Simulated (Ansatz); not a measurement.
# PbSe: band gap under strain

Aim: follow the gap of PbSe built on the database structure prototype through these states: no strain; +2.3 % strain along y alone; -0.6 % biaxial strain in x and y, z held. The table at the end shows which levels were run.

Code: Ansatz 0.2.0. PAW datasets, plane waves. Computed at 0 K without zero-point motion; spin polarisation is off.

## Step 1: The structure to begin with

The unstrained cell was relaxed with r2SCAN+rVV10; in each strained cell the atoms were relaxed again with r2SCAN+rVV10. Names of k-points are those of the unstrained zone, where strain can split equivalent points. First state: no strain.

The symmetry is Cmcm (No. 63, orthorhombic); conventional cell a = 4.275 Å, b = 11.994 Å, c = 4.433 Å, 28.42 Å³ an atom. Near Pb stand 5 Se at 2.81–3.08 Å; near Se stand 5 Pb at 2.81–3.08 Å.

The structure in full:

```cif
data_structure
_symmetry_space_group_name_H-M 'Cmcm'
_symmetry_Int_Tables_number 63
_cell_length_a 4.2754
_cell_length_b 11.9935
_cell_length_c 4.4335
_cell_angle_alpha 90.000
_cell_angle_beta 90.000
_cell_angle_gamma 90.000
_cell_volume 227.34
loop_
_atom_site_label
_atom_site_type_symbol
_atom_site_symmetry_multiplicity
_atom_site_Wyckoff_symbol
_atom_site_fract_x
_atom_site_fract_y
_atom_site_fract_z
_atom_site_occupancy
Pb1 Pb 4 c 0.50000 0.87156 0.75000 1
Se1 Se 4 c 0.50000 0.63732 0.75000 1
```

## Step 2: No strain: PBE

File input.yaml:

```yaml
crystal:
  lattice:
    - [2.1377037839, -5.9967639064, 0.0]
    - [2.1377037839, 5.9967639064, 0.0]
    - [0.0, 0.0, 4.4334889037]
  atoms:
    - { symbol: Pb, position: [0.628435995, 0.371564005, 0.75] }
    - { symbol: Pb, position: [0.371564005, 0.628435995, 0.25] }
    - { symbol: Se, position: [0.8626836362, 0.1373163638, 0.75] }
    - { symbol: Se, position: [0.1373163638, 0.8626836362, 0.25] }
kpoints:
  mp_grid: { grid: [6, 6, 6] }
  band_path:
    path:
      - [0.0, 0.0, 0.0]
      - [-0.5, 0.5, 0.0]
      - [-0.2817688255, 0.7182311745, 0.0]
      - [0.2817688255, 0.2817688255, 0.0]
      - [0.0, 0.0, 0.5]
      - [0.2817688255, 0.2817688255, 0.5]
      - [-0.2817688255, 0.7182311745, 0.5]
      - [-0.5, 0.5, 0.5]
      - [0.0, 0.5, 0.0]
      - [-0.5, 0.5, 0.4]
      - [0.5, -0.5, 0.382813]
      - [0.209635, 0.209635, 0.0]
    npoints: 1
hamiltonian:
  xc: pbe
scf:
  occupations: { method: fermi_dirac, width: 0.02 }
  n_extra_bands: 5
output:
  forces: true
  stress: true
  eigenvalues: true
```

Started as:

```sh
$ ansatz run input.yaml --threads 4 --pin off --max-ram 4608MiB --backend cpu --events-out ev --progress --plain --runs-dir out
```

After this run come: No strain: r2SCAN; No strain: HSE06; +2.3 % strain along y alone: PBE; +2.3 % strain along y alone: r2SCAN; +2.3 % strain along y alone: HSE06; -0.6 % biaxial strain in x and y, z held: PBE; -0.6 % biaxial strain in x and y, z held: r2SCAN; -0.6 % biaxial strain in x and y, z held: HSE06.

**Question.** What will these runs give?

**Answer**, as computed:

Least gap in eV (negative: overlap), with the change from the unstrained cell in brackets:

```
                                   state  volume change (%)           PBE        r2SCAN         HSE06
                               no strain               +0.0          0.82          1.19          1.31
             +2.3 % strain along y alone               +2.3  0.82 (+0.00)  1.18 (-0.01)  1.31 (+0.00)
-0.6 % biaxial strain in x and y, z held               -1.2  0.77 (-0.05)  1.14 (-0.05)  1.26 (-0.05)
```

In words: The largest move of the HSE06 gap in the table is -0.052 eV, under -0.6 % biaxial strain in x and y, z held. PBE and HSE06 differ by 0.50 eV on the unstrained gap, and by at most 0.01 eV on its change. Spin-orbit coupling is left out of the table, though the cell holds Pb (Z = 82); in an element this heavy it can shift bands and gaps by tenths of an eV.
